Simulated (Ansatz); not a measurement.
Consider the ligand exchange at a Ge–C bond: `F[C](F)(F)[Ge]([Cl])([Cl])[Cl]` + `CCNC` → `CC[N](C)[Ge]([Cl])([Cl])[Cl]` + `FC(F)F`.

Computed with Ansatz on PBE0-D4/def2-TZVP structures; ΔE is electronic, products minus reactants. CBS: MP2 limit from def2 TZ/QZ plus the TZ coupled-cluster correction, frozen cores. This one scheme is used for every species. DFT in def2-TZVPP. HSE06 is defined as in plane-wave codes. For Ge outer-core shells are correlated without core-valence functions, which leaves a few kJ/mol of doubt a bond. Scalar relativity is left out up to krypton. Each species was taken in one conformer, which may not be the lowest.

```
             level  ΔE (kJ/mol)  difference from CCSD(T)/CBS
         r2SCAN-D4        -67.5                         17.0
          HSE06-D4        -71.3                         13.2
           ωB97X-V        -73.1                         11.4
           ωB97M-V        -72.0                         12.5
            B2PLYP        -74.2                         10.3
          PBE-QIDH        -81.9                          2.6
               PBE        -55.1                         29.4
              BLYP        -51.9                         32.6
           r2SCAN0        -71.5                         13.0
             HSE06        -64.6                         19.9
RPA@PBE/def2-TZVPP        -81.3                          3.2
       HF/def2-SVP        -86.5                         -2.0
     HF/def2-TZVPP        -79.2                          5.3
SCS-MP2/def2-TZVPP        -89.4                         -4.9
SCS-MP2/def2-QZVPP        -89.3                         -4.8
     MP2/CBS(def2)        -93.9                         -9.4
       CCSD(T)/CBS        -84.5                            0
```

Largest T1 diagnostic among the species: 0.012.

From PBE to PBE0 (25 % exact exchange), in def2-TZVPP and without D4, ΔE moves by −9.5 kJ/mol. The D4 term adds −11.5 kJ/mol with B3LYP and −6.9 kJ/mol with PBE0; it sums over pairs of atoms, weighted by their polarisabilities, and B3LYP, whose exchange is more repulsive, gets the larger term.

B3LYP here is the variant with VWN-RPA as its local correlation; programs differ in this.

CCSD(T)/CBS has its own doubt, a few kJ/mol and more with outer-core shells, so smaller differences from it don't rank the levels.
